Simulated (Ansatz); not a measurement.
A computed series for KCl: pressure series

The parent structure is KCl in the rock salt structure (space group Fm-3m, No. 225; a = 6.381 Å).

Cell and atoms are relaxed at each pressure.

All numbers come from PBE (Ansatz, a program for electronic structure, PAW, no SOC).

| pressure (GPa) | volume per atom (Å³/atom) |
|---|---|
| -2 | 39.467 |
| -1 | 34.938 |
| 0 | 32.484 |
| 0.3 | 31.908 |
| 0.7 | 31.226 |
| 1.5 | ? |
| 5 | 26.780 |
| 7.5 | 25.270 |
| 10 | 24.101 |

Fit the third-order Birch–Murnaghan form P(V) = (3B₀/2)[(V₀/V)^(7/3) − (V₀/V)^(5/3)]·[1 + (3/4)(B₀′ − 4)((V₀/V)^(2/3) − 1)] (squares taken in P) to the rows shown and predict the withheld row.

Least squares on the printed values gives V₀ = 32.475 Å³/atom, B₀ = 16.3 GPa, B₀′ = 4.8; this predicts 30.082 Å³/atom, and the run gives 30.086 Å³/atom, 0.004 higher.

Measured bulk modulus of KCl: 19.7 GPa (0 K or low temperature; as listed in Klaus Doll, Hermann Stoll, Phys. Rev. B (1997)); the computed value is 17 % below it.

Load acts through the strain it causes; cell and atoms are relaxed under it. Stability against distortions was not tested. Competing high-pressure phases were not computed.
